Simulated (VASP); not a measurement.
# Na (P6_3/mmc) in VASP: further runs, part 2 of 2

VASP 6.6.1. Earlier steps stand in the parts before.

## (3) Electric field gradients, PBE (volume scaled by 1.04)

File INCAR:

```
  PREC = Accurate
  ENCUT = 520
  EDIFF = 1E-8
  ISMEAR = -1
  SIGMA = 0.08
  LREAL = F
  LASPH = T
  NELM = 80
  ALGO = Fast
  ISIF = 2
  LWAVE = F
  LCHARG = F
  GGA = PE
  LEFG = T
  NBANDS = 14
```

File KPOINTS:

```
Automatic mesh
0
Gamma
  12 12 7
```

File POSCAR:

```
Na
1.0
    3.7978965309      0.0000000000      0.0000000000
   -1.8989482654      3.2890748767      0.0000000000
    0.0000000000      0.0000000000      6.1716930962
Na
2
Direct
    0.3333333333      0.6666666667      0.2500000000
    0.6666666667      0.3333333333      0.7500000000
```

Potentials or basis: VASP PAW PBE potentials, release 64 (Na_pv).

On the command line:

```sh
$ cat potpaw_PBE.64/Na_pv/POTCAR > POTCAR
$ mpirun -np 1 vasp_std > vasp.out
```

OUTCAR:

```text
PREC = Accurate
   ENCUT = 520
   EDIFF = 1E-8
   ISMEAR = -1
   LREAL = F
   LASPH = T
   NELM = 80
   ISIF = 2
   GGA = PE

 ion  position               nearest neighbor table
   1  0.333  0.667  0.250-
   2  0.667  0.333  0.750-

  LATTYP: Found a hexagonal cell.
 ALAT       =     3.7978965309
 C/A-ratio  =     1.6250292882

  Lattice vectors:

 A1 = (   3.7978965309,   0.0000000000,   0.0000000000)
 A2 = (  -1.8989482654,   3.2890748767,   0.0000000000)
 A3 = (   0.0000000000,   0.0000000000,   6.1716930962)

Analysis of symmetry for initial positions (statically):
=====================================================================
 Subroutine PRICEL returns:
 Original cell was already a primitive cell.

 Routine SETGRP: Setting up the symmetry group for a
 hexagonal supercell.

 Subroutine GETGRP returns: Found 24 space group operations
 (whereof 12 operations were pure point group operations)
 out of a pool of 24 trial point group operations.

The static configuration has the point symmetry D_3d.
 The point group associated with its full space group is D_6h.

Analysis of symmetry for dynamics (positions and initial velocities):
=====================================================================
 Subroutine PRICEL returns:
 Original cell was already a primitive cell.

 Routine SETGRP: Setting up the symmetry group for a
 hexagonal supercell.

 Subroutine GETGRP returns: Found 24 space group operations
 (whereof 12 operations were pure point group operations)
 out of a pool of 24 trial point group operations.

[... 553 lines left out ...]
      4     -24.7178      2.00000
      5     -24.7128      2.00000
      6     -24.7119      2.00000
      7      -1.3246      2.00000
      8       1.4145      0.00000
      9       3.0734      0.00000
     10       3.8489      0.00000
     11       5.7868      0.00000
     12       7.4327      0.00000
     13       7.5321      0.00000
     14       8.9594      0.00000

 [... further k-points ...]

------------------------ aborting loop because EDIFF is reached ----------------------------------------

  FORCE on cell =-STRESS in cart. coord.  units (eV):
  Direction    XX          YY          ZZ          XY          YZ          ZX
  --------------------------------------------------------------------------------------
  -------------------------------------------------------------------------------------
  Total       -0.1354562     -0.1354562     -0.1357804     -0.0000000      0.0000000      0.0000000
  in kB       -2.8150639     -2.8150639     -2.8218015     -0.0000000      0.0000000      0.0000000
  external PRESSURE =      -2.8173097 kB  Pullay stress =       0.0000000 kB

 VOLUME and BASIS-vectors are now :
 -----------------------------------------------------------------------------
  energy-cutoff  :      520.00
  volume of cell :       77.09
      direct lattice vectors                 reciprocal lattice vectors
     3.797896531  0.000000000  0.000000000     0.263303645  0.152018430  0.000000000
    -1.898948265  3.289074877  0.000000000     0.000000000  0.304036861  0.000000000
     0.000000000  0.000000000  6.171693096     0.000000000  0.000000000  0.162030092

 POSITION                                       TOTAL-FORCE (eV/Angst)
 -----------------------------------------------------------------------------------
     -0.00000      2.19272      1.54292        -0.000000     -0.000000     -0.000000
      1.89895      1.09636      4.62877         0.000000      0.000000      0.000000
 -----------------------------------------------------------------------------------
    total drift:                               -0.000000      0.000000      0.000000

  FREE ENERGIE OF THE ION-ELECTRON SYSTEM (eV)
  ---------------------------------------------------
  free  energy   TOTEN  =        -2.6309684728 eV

  energy  without entropy=       -2.6097372955  energy(sigma->0) =       -2.62035288

 Electric field gradients (V/A^2)
---------------------------------------------------------------------
 ion       V_xx      V_yy      V_zz      V_xy      V_xz      V_yz
---------------------------------------------------------------------
   1      -0.024    -0.023     0.047     0.001     0.000    -0.000
   2      -0.024    -0.023     0.047     0.001    -0.000     0.000
---------------------------------------------------------------------

 Electric field gradients after diagonalization (V/A^2)
 (convention: |V_zz| > |V_xx| > |V_yy|)
----------------------------------------------------------------------
 ion       V_xx      V_yy      V_zz     asymmetry (V_yy - V_xx)/ V_zz
----------------------------------------------------------------------
   1      -0.024    -0.022     0.047       0.047
   2      -0.024    -0.022     0.047       0.047
----------------------------------------------------------------------

           NMR quadrupolar parameters

 Cq : quadrupolar parameter    Cq=e*Q*V_zz/h
 eta: asymmetry parameters     (V_yy - V_xx)/ V_zz
 Q  : nuclear electric quadrupole moment in mb (millibarn)
----------------------------------------------------------------------
 ion       Cq(MHz)       eta       Q (mb)
----------------------------------------------------------------------
   1       0.000       0.047       1.000
   2       0.000       0.047       1.000
----------------------------------------------------------------------
```

OSZICAR:

```text
N       E                     dE             d eps       ncg     rms          rms(c)
DAV:   1     0.995357791012E+02    0.99536E+02   -0.76351E+03  2128   0.963E+02
DAV:   2     0.127641877061E+01   -0.98259E+02   -0.97242E+02  2176   0.274E+02
DAV:   3    -0.257733098377E+01   -0.38537E+01   -0.38500E+01  2764   0.627E+01
DAV:   4    -0.263086958574E+01   -0.53539E-01   -0.53537E-01  2356   0.790E+00
DAV:   5    -0.263208253403E+01   -0.12129E-02   -0.12129E-02  2764   0.122E+00    0.283E-01
RMM:   6    -0.263143401128E+01    0.64852E-03   -0.80532E-04  2681   0.315E-01    0.190E-01
RMM:   7    -0.263095124353E+01    0.48277E-03   -0.15362E-03  2695   0.361E-01    0.223E-02
RMM:   8    -0.263095784900E+01   -0.66055E-05   -0.35611E-04  2767   0.339E-01    0.666E-03
RMM:   9    -0.263096511420E+01   -0.72652E-05   -0.85248E-05  2903   0.106E-01    0.374E-03
RMM:  10    -0.263096800975E+01   -0.28955E-05   -0.26601E-05  2794   0.889E-02    0.330E-03
RMM:  11    -0.263096809661E+01   -0.86860E-07   -0.97140E-06  3110   0.370E-02    0.293E-04
RMM:  12    -0.263096841545E+01   -0.31884E-06   -0.33343E-06  2967   0.246E-02    0.507E-04
RMM:  13    -0.263096842862E+01   -0.13171E-07   -0.66631E-07  2874   0.105E-02    0.406E-04
RMM:  14    -0.263096847571E+01   -0.47091E-07   -0.31344E-07  2806   0.860E-03    0.287E-04
RMM:  15    -0.263096847398E+01    0.17280E-08   -0.14223E-07  2101   0.401E-03    0.670E-05
RMM:  16    -0.263096847279E+01    0.11928E-08   -0.50705E-09  1317   0.721E-04
   1 F= -.26309685E+01 E0= -.26203529E+01  d E =-.212312E-01
```

Wall time 45 s (1 thread of AMD EPYC 9R45 (Zen 5), shared host); peak memory 0.18 GiB.

Results:

* Free energy: -2.6310 eV
* Pressure: -0.3 GPa
* Band gap on the k mesh: none (metal or under the smearing width)

Levels at points of the mesh, in eV from the Fermi level:
```tsv
k point	band 5	band 6	band 7	band 8	band 9	band 10
(0.00, 0.00, 0.00)	-24.93	-24.93	-3.20	0.57	0.95	9.73
(0.50, 0.00, 0.00)	-24.93	-24.93	0.23	0.33	3.80	3.81
```

Electric field gradients, principal values (V/Å²):
| atom | Vxx | Vyy | Vzz |
| --- | --- | --- | --- |
| 1 Na | -0.022 | -0.024 | 0.047 |
| 2 Na | -0.022 | -0.024 | 0.047 |
